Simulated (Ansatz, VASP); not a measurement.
# Si6HF: VASP beside Ansatz, part 2 of 2

Wanted: the spread between two codes on one cell, functional and k mesh. The cell is taken from a series of runs on this material, whose earlier steps may have relaxed, scaled, displaced or heated it; both programs get it as it stands.

VASP 6.6.1 and Ansatz 0.2.0.

So far: The starting structure; VASP: single point, PBE.

## (3) Ansatz: single point, PBE

Level of this step: Ansatz beside VASP: Kohn-Sham DFT, plane waves, PBE (Ansatz).

Ansatz runs on its default PAW (the set named soft_2) files.

The same cell, functional, mesh and smearing now go to Ansatz, which takes its cutoff from its data sets.

input.yaml

```yaml
crystal:
  lattice:
    - [7.6791796437, 0.0, 0.0]
    - [3.8395898218, 6.6503646517, 0.0]
    - [0.0, 0.0, 24.1437769138]
  atoms:
    - { symbol: F, position: [0.0, 0.0, 0.7105924759] }
    - { symbol: F, position: [0.5, 0.0, 0.7105924759] }
    - { symbol: F, position: [0.0, 0.5, 0.7105924759] }
    - { symbol: F, position: [0.5, 0.5, 0.7105924759] }
    - { symbol: Si, position: [0.0, 0.0, 0.6434818545] }
    - { symbol: Si, position: [0.5, 0.0, 0.6434818545] }
    - { symbol: Si, position: [0.0, 0.5, 0.6434818545] }
    - { symbol: Si, position: [0.5, 0.5, 0.6434818545] }
    - { symbol: Si, position: [0.8333333333, 0.3333333333, 0.6117048646] }
    - { symbol: Si, position: [0.3333333333, 0.3333333333, 0.6117048646] }
    - { symbol: Si, position: [0.8333333333, 0.8333333333, 0.6117048646] }
    - { symbol: Si, position: [0.3333333333, 0.8333333333, 0.6117048646] }
    - { symbol: Si, position: [0.8333333333, 0.3333333333, 0.5136774843] }
    - { symbol: Si, position: [0.3333333333, 0.3333333333, 0.5136774843] }
    - { symbol: Si, position: [0.8333333333, 0.8333333333, 0.5136774843] }
    - { symbol: Si, position: [0.3333333333, 0.8333333333, 0.5136774843] }
    - { symbol: Si, position: [0.1666666667, 0.1666666667, 0.4806194705] }
    - { symbol: Si, position: [0.6666666667, 0.1666666667, 0.4806194705] }
    - { symbol: Si, position: [0.1666666667, 0.6666666667, 0.4806194705] }
    - { symbol: Si, position: [0.6666666667, 0.6666666667, 0.4806194705] }
    - { symbol: Si, position: [0.1666666667, 0.1666666667, 0.382862757] }
    - { symbol: Si, position: [0.6666666667, 0.1666666667, 0.382862757] }
    - { symbol: Si, position: [0.1666666667, 0.6666666667, 0.382862757] }
    - { symbol: Si, position: [0.6666666667, 0.6666666667, 0.382862757] }
    - { symbol: Si, position: [0.0, 0.0, 0.350400852] }
    - { symbol: Si, position: [0.5, 0.0, 0.350400852] }
    - { symbol: Si, position: [0.0, 0.5, 0.350400852] }
    - { symbol: Si, position: [0.5, 0.5, 0.350400852] }
    - { symbol: H, position: [0.0, 0.0, 0.289929783] }
    - { symbol: H, position: [0.5, 0.0, 0.289929783] }
    - { symbol: H, position: [0.0, 0.5, 0.289929783] }
    - { symbol: H, position: [0.5, 0.5, 0.289929783] }
kpoints:
  mp_grid: { grid: [3, 3, 1] }
scf:
  occupations: { method: fermi_dirac, width: 0.02 }
  n_extra_bands: 35
hamiltonian:
  xc: pbe
  pseudopotentials: { kind: paw }
output:
  forces: true
  write_potential: true
  volumetric_format: []
  efg: { contact_densities: true }
  dos:
    projected:
      site_lists:
        adsorbate: [0, 1, 2, 3]
        layer_1: [4, 5, 6, 7]
        layer_2: [8, 9, 10, 11]
        layer_3: [12, 13, 14, 15]
        middle: [16, 17, 18, 19]
        other_layers: [20, 21, 22, 23, 24, 25, 26, 27, 28, 29, 30, 31]
    de: 0.05
    e_range: [-30, 12]
    method: { smearing: { sigma: 0.12, scheme: gaussian } }
  eigenstates:
    kpoints:
      - [0.33333333, -0.33333333, 0.0]
      - [0.25, -0.375, 0.0]
      - [0.16666667, -0.41666667, 0.0]
      - [0.08333333, -0.45833333, 0.0]
      - [0.0, 0.5, 0.0]
      - [-0.08333333, 0.45833333, 0.0]
      - [-0.16666667, 0.41666667, 0.0]
      - [-0.25, 0.375, 0.0]
      - [-0.33333333, 0.33333333, 0.0]
      - [-0.41666667, 0.29166667, 0.0]
      - [0.5, 0.25, 0.0]
      - [0.41666667, 0.20833333, 0.0]
      - [0.33333333, 0.16666667, 0.0]
      - [0.25, 0.125, 0.0]
      - [0.16666667, 0.08333333, 0.0]
      - [0.08333333, 0.04166667, 0.0]
      - [0.0, 0.0, 0.0]
      - [0.07142857, 0.0, 0.0]
      - [0.14285714, 0.0, 0.0]
      - [0.21428571, 0.0, 0.0]
      - [0.28571429, 0.0, 0.0]
      - [0.35714286, 0.0, 0.0]
      - [0.42857143, 0.0, 0.0]
      - [0.5, 0.0, 0.0]
      - [-0.42857143, 0.0, 0.0]
      - [-0.35714286, 0.0, 0.0]
      - [-0.28571429, 0.0, 0.0]
      - [-0.21428571, 0.0, 0.0]
      - [-0.14285714, 0.0, 0.0]
      - [-0.07142857, 0.0, 0.0]
      - [0.04166667, 0.08333333, 0.0]
      - [0.08333333, 0.16666667, 0.0]
      - [0.125, 0.25, 0.0]
      - [0.16666667, 0.33333333, 0.0]
      - [0.20833333, 0.41666667, 0.0]
      - [0.25, 0.5, 0.0]
      - [0.29166667, -0.41666667, 0.0]
    e_range: [-8.0, 6.0]
    unfold:
      supercell_matrix: [[2, 0, 0], [0, 2, 0], [0, 0, 1]]
      layers:
        axis: 3
        edges: [0.124256, 0.425829, 0.425929, 0.575604, 0.575704, 0.876264]
efield:
  axis: 3
  dipole_correction: true
```

On the command line:

```
> ansatz run input.yaml --threads 4 --pin off --max-ram 8192MiB --backend cpu --events-out ev --progress --plain --runs-dir out
```

Numbers of over 12 decimals in the logs are rounded to 6 here.

What it wrote:

```text
scf.n_extra_bands = 35 over 64 filled bands (N_el = 128.0): the run solves 99 bands
Engine: ansatz 0.2.0, x86_64-unknown-linux-gnu
Pseudopotentials: kind: paw
Pseudopotential: F, paw, valence charge 7, recommended cutoff 420 eV (normal), F.paw.azcp
Pseudopotential: Si, paw, valence charge 4, recommended cutoff 420 eV (normal), Si.paw.azcp
Pseudopotential: H, paw, valence charge 1, recommended cutoff 420 eV (normal), H.paw.azcp
Functional definition: PBE
  parameter kappa = 0.804
  parameter beta = 0.066725
  exchange = pbe_x(kappa = kappa, mu = beta*pi^2/3)
  correlation = pbe_c(beta = beta)
Crystal: 32 atoms, lattice volume = 1233.007 Å³
Basis set: ecut = 420 eV, 24051 PW (Γ), exchange–correlation on 108×108×324 points (8 copies of the dense FFT grid, shifted against one another)
Bands: 99, of which v1, the nominal top of the filled ones, is band 64 counted from 1 (63 counted from 0)
Symmetry: 24 space group operations
Space group: P3m1 (ITA 156), of the structure as read, at distance tolerance 1.1e-4 Å
k-points: 3 of 9 (time reversal used)
Non-local potential: F, projectors of the file, l = 0: 2, l = 1: 2, l = 2: 1
Non-local potential: Si, projectors of the file, l = 0: 2, l = 1: 2, l = 2: 2
Non-local potential: H, projectors of the file, l = 0: 2, l = 1: 1
PAW form: soft (Blöchl's): semilocal exchange-correlation on the pseudo side does not see the compensation charge
PAW one-centre angular grid: F, 110 points (default); XC on 64 Gauss nodes
PAW one-centre angular grid: Si, 110 points (default); XC on 64 Gauss nodes
PAW one-centre angular grid: H, 110 points (default); XC on 64 Gauss nodes
Initial density: superposition of atomic densities (neutral atoms: chi_scale 0, normalization atom), corrected by the library's trained network
Initial wavefunctions: pseudopotential atomic-orbital guess
Functional: x = pbe(κ = 0.804, μ = 0.219515), c = pbe(β = 0.066725)
SCF iter   1: F=—  HF=-18558.651747 eV  |F-HF|=—  |Δ(HF+E_count)|=         —  Δρ=2.03e-3  dr2=4.68e-1  ethr=1.77e-3  p=-0.563 e·Å  D=-8.26e-2 V/Å  ΔV_dip=1.99 eV  dr2_dipole=4.21e-2  V_vac-E_F(+/−)=5.57/3.58 eV  ⟨swp⟩=8.3  Hψ=1685  notcnv=0  defer=6
efield: sawtooth ramp at fractional position 0.9503 (placed from the atoms, in the widest stretch of the axis that holds none; the zero of the levels goes with the place), width 0.1000; the density the first Hamiltonian is built on has a dipole p = -0.563 e·Å; the dipole correction subtracts the counter field D = -8.26e-2 V/Å, which shifts the + side's vacuum level by +1.99 eV against the − side's; the planar-averaged density in the ramp window peaks in size at 1.1e-5 e/Å³
preconditioner: auto → Resta (q_TF=auto, 1.870 Å⁻¹)  ε∞=2.8  [insulator: Δε(μ)=0.983 eV  Ē_g=8.591 eV  σ=0.020 eV  W_gap=1.00  n_scr=134 (ndim 8)  ℏωp=11.6 eV  f_vac=0.508  D(μ)=0.00/eV (n_scr^D=0)  ε∞_Penn≈2.8  vacuum switching on, ρ_ref=5.4e-3 e/Å³]
SCF iter   2: F=—  HF=-18558.592670 eV  |F-HF|=—  |Δ(HF+E_count)|=   5.91e-2  Δρ=1.07e-3  dr2=6.63e-2  ethr=3.66e-4  p=-0.456 e·Å  D=-6.69e-2 V/Å  ΔV_dip=1.62 eV  dr2_dipole=3.46e-2  V_vac-E_F(+/−)=5.78/4.16 eV  ⟨swp⟩=3.0  Hψ=401  notcnv=0  defer=76
SCF iter   3: F=—  HF=-18558.584954 eV  |F-HF|=—  |Δ(HF+E_count)|=   7.72e-3  Δρ=5.97e-4  dr2=1.10e-2  ethr=5.18e-5  p=-0.554 e·Å  D=-8.13e-2 V/Å  ΔV_dip=1.96 eV  dr2_dipole=9.58e-4  V_vac-E_F(+/−)=5.93/3.97 eV  ⟨swp⟩=3.3  Hψ=329  notcnv=0  defer=76
SCF iter   4: F=—  HF=-18558.585976 eV  |F-HF|=—  |Δ(HF+E_count)|=   1.02e-3  Δρ=2.71e-4  dr2=2.42e-3  ethr=8.56e-6  p=-0.554 e·Å  D=-8.13e-2 V/Å  ΔV_dip=1.96 eV  dr2_dipole=2.76e-4  V_vac-E_F(+/−)=5.98/4.02 eV  ⟨swp⟩=2.3  Hψ=507  notcnv=0  defer=76
SCF iter   5: F=—  HF=-18558.586917 eV  |F-HF|=—  |Δ(HF+E_count)|=   9.41e-4  Δρ=1.10e-4  dr2=2.11e-4  ethr=1.89e-6  p=-0.577 e·Å  D=-8.47e-2 V/Å  ΔV_dip=2.05 eV  dr2_dipole=2.63e-6  V_vac-E_F(+/−)=6.08/4.04 eV  ⟨swp⟩=2.0  Hψ=361  notcnv=0  defer=76
SCF iter   6: F=—  HF=-18558.586915 eV  |F-HF|=—  |Δ(HF+E_count)|=   1.93e-6  Δρ=5.73e-5  dr2=2.98e-5  ethr=1.65e-7  p=-0.580 e·Å  D=-8.52e-2 V/Å  ΔV_dip=2.06 eV  dr2_dipole=1.64e-6  V_vac-E_F(+/−)=6.10/4.04 eV  ⟨swp⟩=2.0  Hψ=401  notcnv=0  defer=76
SCF iter   7: F=—  HF=-18558.588563 eV  |F-HF|=—  |Δ(HF+E_count)|=   1.65e-3  Δρ=1.45e-5  dr2=3.53e-6  ethr=2.33e-8  p=-0.581 e·Å  D=-8.53e-2 V/Å  ΔV_dip=2.06 eV  dr2_dipole=1.14e-7  V_vac-E_F(+/−)=6.10/4.05 eV  ⟨swp⟩=2.0  Hψ=404  notcnv=0  defer=76
SCF iter   8: F=—  HF=-18558.588567 eV  |F-HF|=—  |Δ(HF+E_count)|=   3.38e-6  Δρ=3.44e-6  dr2=1.50e-7  ethr=2.76e-9  p=-0.581 e·Å  D=-8.53e-2 V/Å  ΔV_dip=2.06 eV  dr2_dipole=5.88e-9  V_vac-E_F(+/−)=6.11/4.05 eV  ⟨swp⟩=2.0  Hψ=364  notcnv=0  defer=76
SCF iter   9: F=-18558.588567 eV  HF=-18558.588567 eV  |F-HF|=5.60e-8  |Δ(HF+E_count)|=   2.17e-7  Δρ=9.73e-7  dr2=1.12e-8  ethr=7.81e-11  p=-0.581 e·Å  D=-8.53e-2 V/Å  ΔV_dip=2.06 eV  dr2_dipole=1.10e-11  V_vac-E_F(+/−)=6.11/4.05 eV  ⟨swp⟩=21.3  Hψ=2879  notcnv=0
SCF 1 converged in 9 iterations: F = -18558.588567 eV  dr2 = 1.12e-8
[...]
atom   9  Si     0.00000000     0.00000000    -0.00000860
  atom  10  Si     0.00000000     0.00000000    -0.00000860
  atom  11  Si     0.00000000     0.00000000    -0.00000860
  atom  12  Si     0.00000000     0.00000000    -0.00000860
  atom  13  Si    -0.00000000     0.00000000     0.00003398
  atom  14  Si    -0.00000000    -0.00000000     0.00003398
[...]
atom  17  Si     0.00000000     0.00000000     0.00005162
  atom  18  Si     0.00000000     0.00000000     0.00005162
  atom  19  Si     0.00000000     0.00000000     0.00005162
  atom  20  Si     0.00000000     0.00000000     0.00005162
  atom  21  Si    -0.00000000    -0.00000000    -0.07743281
  atom  22  Si    -0.00000000    -0.00000000    -0.07743281
  atom  23  Si    -0.00000000    -0.00000000    -0.07743281
  atom  24  Si    -0.00000000     0.00000000    -0.07743281
  atom  25  Si     0.00000000     0.00000000     0.85145895
  atom  26  Si     0.00000000     0.00000000     0.85145895
  atom  27  Si     0.00000000     0.00000000     0.85145895
  atom  28  Si     0.00000000     0.00000000     0.85145895
  atom  29  H     -0.00000000     0.00000000    -0.77393095
  atom  30  H     -0.00000000     0.00000000    -0.77393095
  atom  31  H     -0.00000000     0.00000000    -0.77393095
  atom  32  H     -0.00000000    -0.00000000    -0.77393095
  max |Σ_I F_I| component: 3.97e-4 eV/Å
--- PAW observables at the nuclei: V_zz in 10²¹ V/m², potentials from the cell's mean, atoms counted from 1 ---
  atom   1  F  V_zz =   +11.821742   η = 0.0000   by run symmetry: allowed
            electrostatic potential = -729.768871 V   contact ρ = 3128.573652 e/Å³
  atom   2  F  V_zz =   +11.821742   η = 0.0000   by run symmetry: allowed
            electrostatic potential = -729.768871 V   contact ρ = 3128.573652 e/Å³
  atom   3  F  V_zz =   +11.821742   η = 0.0000   by run symmetry: allowed
            electrostatic potential = -729.768871 V   contact ρ = 3128.573652 e/Å³
  atom   4  F  V_zz =   +11.821742   η = 0.0000   by run symmetry: allowed
            electrostatic potential = -729.768871 V   contact ρ = 3128.573652 e/Å³
  atom   5  Si V_zz =    +3.477786   η = 0.0000   by run symmetry: allowed
            electrostatic potential = -1350.176439 V   contact ρ = 12809.765864 e/Å³
  atom   6  Si V_zz =    +3.477786   η = 0.0000   by run symmetry: allowed
            electrostatic potential = -1350.176439 V   contact ρ = 12809.765864 e/Å³
  atom   7  Si V_zz =    +3.477786   η = 0.0000   by run symmetry: allowed
            electrostatic potential = -1350.176439 V   contact ρ = 12809.765864 e/Å³
  atom   8  Si V_zz =    +3.477786   η = 0.0000   by run symmetry: allowed
            electrostatic potential = -1350.176439 V   contact ρ = 12809.765864 e/Å³
  atom   9  Si V_zz =    +1.196698   η = 0.0000   by run symmetry: allowed
            electrostatic potential = -1351.354578 V   contact ρ = 12810.409148 e/Å³
  atom  10  Si V_zz =    +1.196698   η = 0.0000   by run symmetry: allowed
            electrostatic potential = -1351.354578 V   contact ρ = 12810.409148 e/Å³
  atom  11  Si V_zz =    +1.196698   η = 0.0000   by run symmetry: allowed
            electrostatic potential = -1351.354578 V   contact ρ = 12810.409148 e/Å³
  atom  12  Si V_zz =    +1.196698   η = 0.0000   by run symmetry: allowed
            electrostatic potential = -1351.354578 V   contact ρ = 12810.409148 e/Å³
  atom  13  Si V_zz =    +0.492648   η = 0.0000   by run symmetry: allowed
            electrostatic potential = -1350.828990 V   contact ρ = 12810.580521 e/Å³
  atom  14  Si V_zz =    +0.492648   η = 0.0000   by run symmetry: allowed
            electrostatic potential = -1350.828990 V   contact ρ = 12810.580521 e/Å³
  atom  15  Si V_zz =    +0.492648   η = 0.0000   by run symmetry: allowed
            electrostatic potential = -1350.828990 V   contact ρ = 12810.580521 e/Å³
  atom  16  Si V_zz =    +0.492648   η = 0.0000   by run symmetry: allowed
            electrostatic potential = -1350.828990 V   contact ρ = 12810.580521 e/Å³
  atom  17  Si V_zz =    +0.156961   η = 0.0000   by run symmetry: allowed
            electrostatic potential = -1350.868707 V   contact ρ = 12810.489718 e/Å³
  atom  18  Si V_zz =    +0.156961   η = 0.0000   by run symmetry: allowed
            electrostatic potential = -1350.868707 V   contact ρ = 12810.489718 e/Å³
  atom  19  Si V_zz =    +0.156961   η = 0.0000   by run symmetry: allowed
            electrostatic potential = -1350.868707 V   contact ρ = 12810.489718 e/Å³
  atom  20  Si V_zz =    +0.156961   η = 0.0000   by run symmetry: allowed
            electrostatic potential = -1350.868707 V   contact ρ = 12810.489718 e/Å³
  atom  21  Si V_zz =    +0.250420   η = 0.0000   by run symmetry: allowed
            electrostatic potential = -1350.999997 V   contact ρ = 12810.136704 e/Å³
  atom  22  Si V_zz =    +0.250420   η = 0.0000   by run symmetry: allowed
            electrostatic potential = -1350.999997 V   contact ρ = 12810.136704 e/Å³
  atom  23  Si V_zz =    +0.250420   η = 0.0000   by run symmetry: allowed
            electrostatic potential = -1350.999997 V   contact ρ = 12810.136704 e/Å³
  atom  24  Si V_zz =    +0.250420   η = 0.0000   by run symmetry: allowed
            electrostatic potential = -1350.999997 V   contact ρ = 12810.136704 e/Å³
  atom  25  Si V_zz =    -1.834470   η = 0.0000   by run symmetry: allowed
            electrostatic potential = -1351.076909 V   contact ρ = 12809.559425 e/Å³
  atom  26  Si V_zz =    -1.834470   η = 0.0000   by run symmetry: allowed
            electrostatic potential = -1351.076909 V   contact ρ = 12809.559425 e/Å³
  atom  27  Si V_zz =    -1.834470   η = 0.0000   by run symmetry: allowed
            electrostatic potential = -1351.076909 V   contact ρ = 12809.559425 e/Å³
  atom  28  Si V_zz =    -1.834470   η = 0.0000   by run symmetry: allowed
            electrostatic potential = -1351.076909 V   contact ρ = 12809.559425 e/Å³
  atom  29  H  V_zz =    +1.587697   η = 0.0000   by run symmetry: allowed
            electrostatic potential = -34.255401 V   contact ρ = 3.003612 e/Å³
  atom  30  H  V_zz =    +1.587697   η = 0.0000   by run symmetry: allowed
            electrostatic potential = -34.255401 V   contact ρ = 3.003612 e/Å³
  atom  31  H  V_zz =    +1.587697   η = 0.0000   by run symmetry: allowed
            electrostatic potential = -34.255401 V   contact ρ = 3.003612 e/Å³
  atom  32  H  V_zz =    +1.587697   η = 0.0000   by run symmetry: allowed
            electrostatic potential = -34.255401 V   contact ρ = 3.003612 e/Å³
--- Band table (eV) ---
  k-point 0: bands = [... 60 lower, -1.0843, -1.0843, -0.6218, -0.6218, 0.3700, 0.3700, 0.3700, 0.9595, ... 31 higher]
  k-point 1: bands = [... 60 lower, -2.0659, -1.6234, -1.5642, -1.0127, 0.5020, 1.1257, 1.2497, 1.2530, ... 31 higher]
  k-point 2: bands = [... 60 lower, -2.4001, -1.9773, -1.9773, -1.9773, 1.3787, 1.6390, 1.6390, 1.6390, ... 31 higher]
```

In the SCF lines HF is the Harris–Foulkes energy and dr2 the Hartree energy of the density residual, in eV; the loop may stop once dr2 is under the threshold and the program's other checks hold. Hψ counts applications of the Hamiltonian.

## (4) Side by side

Known differences besides the potentials themselves: the cutoff is 420 eV in Ansatz and 520 eV in VASP (PREC = Accurate, projectors in real space). Total energies have different zeros and are not compared.

Compared:

| quantity | Ansatz | VASP | difference |
| --- | --- | --- | --- |
| gap on the k mesh (eV) | 0.992 | 0.994 | -0.002 |

Forces on 10 of the 32 atoms, those with the largest forces and the largest differences (eV/Å; atoms numbered as in POSCAR):

| atom | Ansatz x, y, z | VASP x, y, z |
| --- | --- | --- |
| Si6 | 0.000, 0.000, 0.000 | 0.000, 0.000, -0.206 |
| Si7 | 0.000, 0.000, 0.000 | 0.000, 0.000, -0.206 |
| Si8 | 0.000, 0.000, 0.000 | 0.000, 0.000, -0.206 |
| Si25 | 0.000, 0.000, 0.851 | 0.000, 0.000, 0.840 |
| Si26 | 0.000, 0.000, 0.851 | 0.000, 0.000, 0.840 |
| Si27 | 0.000, 0.000, 0.851 | 0.000, 0.000, 0.840 |
| Si28 | 0.000, 0.000, 0.851 | 0.000, 0.000, 0.840 |
| H29 | 0.000, 0.000, -0.774 | 0.000, 0.000, -0.761 |
| H30 | 0.000, 0.000, -0.774 | 0.000, 0.000, -0.761 |
| H32 | 0.000, 0.000, -0.774 | 0.000, 0.000, -0.761 |

The forces differ by 59 meV/Å r.m.s., which is 24.8 % of the r.m.s. force of 0.239 eV/Å (both taken over all components). A gap on the mesh is an upper bound, since the band edges may lie between its points. Where the cell holds vacuum, a pressure given here is an average over it and none of the material.

## (5) What came out

```json
{
  "r.m.s. force difference (single point, PBE)": "25 % of the r.m.s. force"
}
```

**Reading.** The r.m.s. force difference is 25 % of the r.m.s. force (single point, PBE), beyond the 3 % picked in this series as the mark of a large difference. What causes the difference of the single point, PBE pair stays open here. Such differences can come from data sets, numerical settings and the points named under the comparisons, not from the functional's error against experiment.

[Lines on the potential files, build, host, timing and source positions are cut from VASP's logs without a mark.]

[Logs are printed without paths, hosts, clocks, repeated set-up lines and the standing remarks that a program may print on its own settings, such as how far it seeks lower states.]

[Hosts, paths, dates, database ids (printed as entryN), source tags and the programs' standing remarks are cut or masked in the printed files.]
